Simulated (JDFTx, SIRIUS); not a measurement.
Given: the input of a run of SIRIUS 7.10.0 on Te (Tellurium). 

Contents of sirius.json:

```json
{
  "control": {
    "processing_unit": "cpu",
    "verbosity": 2,
    "num_bands_to_print": 34,
    "print_forces": true,
    "print_stress": true
  },
  "parameters": {
    "electronic_structure_method": "pseudopotential",
    "xc_functionals": ["XC_LDA_X", "XC_LDA_C_PW"],
    "gk_cutoff": 9.0,
    "pw_cutoff": 18.0,
    "ngridk": [3, 3, 2],
    "shiftk": [0, 0, 0],
    "smearing": "fermi_dirac",
    "smearing_width": 0.0018374661,
    "num_bands": 34,
    "num_mag_dims": 0,
    "num_dft_iter": 100,
    "energy_tol": 1e-08,
    "density_tol": 1e-06
  },
  "iterative_solver": {
    "type": "davidson",
    "min_tolerance": 1e-09,
    "tolerance_scale": [0.1, 0.25]
  },
  "mixer": {
    "type": "anderson",
    "beta": 0.7,
    "max_history": 8
  },
  "settings": {
    "tol_ne": 1e-10,
    "pseudo_grid_cutoff": 6.5
  },
  "unit_cell": {
    "lattice_vectors": [
      [8.416840159083, 0.0, 0.0],
      [-4.208420079542, 7.289197397442, 0.0],
      [0.0, 0.0, 11.194737562283]
    ],
    "atom_coordinate_units": "lattice",
    "atom_types": ["Te"],
    "atom_files": {
      "Te": "Te.json"
    },
    "atoms": {
      "Te": [
        [0.731, 0.731, 0.0],
        [0.0, 0.269, 0.6666666667],
        [0.269, 0.0, 0.3333333333]
      ]
    }
  }
}
```

Potentials or basis: PseudoDojo 0.4.1 PBE standard (scalar relativistic).

Launch:

```bash
$ upf_to_json Te.upf
$ OMP_NUM_THREADS=1 sirius.scf --input=sirius.json --output=out.json --task=0
```

Question: Translate it to JDFTx 1.7.0 (patched build). Potentials or basis there: PseudoDojo-SR-LDA-0.4.1-standard, cutoff 1088 eV.

Answer: As run (cutoffs and basis follow the program's own potentials, and thresholds, step limits or extra output files can differ):

Contents of Te.in:

```
lattice \
    8.4168401591    -4.2084200795     0.0000000000 \
    0.0000000000     7.2891973974     0.0000000000 \
    0.0000000000     0.0000000000    11.1947375623
coords-type Lattice
ion Te     0.7310000000     0.7310000000     0.0000000000 1
ion Te     0.0000000000     0.2690000000     0.6666666667 1
ion Te     0.2690000000     0.0000000000     0.3333333333 1

ion-species pseudo/Te.upf
elec-cutoff 40 320
elec-ex-corr lda-PW
kpoint-folding 3 3 2
elec-smearing Fermi 0.0018374661
elec-n-bands 32
electronic-SCF nIterations 100 energyDiffThreshold 1e-09
electronic-minimize nIterations 30 energyDiffThreshold 1e-7
converge-empty-states yes
forces-output-coords Cartesian

dump-name run.$VAR
dump End Ecomponents EigStats BandEigs Kpoints Forces Stress ElecDensity Dtot KEdensity
```

Potentials or basis: PseudoDojo-SR-LDA-0.4.1-standard.

The run is started by

```sh
$ jdftx -c 1 -i Te.in -o Te.out
```

Both were run:

|  | SIRIUS | JDFTx |
| --- | --- | --- |
| Pressure | -1.3 GPa | -1.4 GPa |
| Largest force | 0.191 eV/Å | 0.192 eV/Å |

SIRIUS's potentials were made for PBE.

The two programs' LDA may be different fits to the electron gas.

Pressure is positive in compression.

The k mesh is coarse, so the values aren't converged.
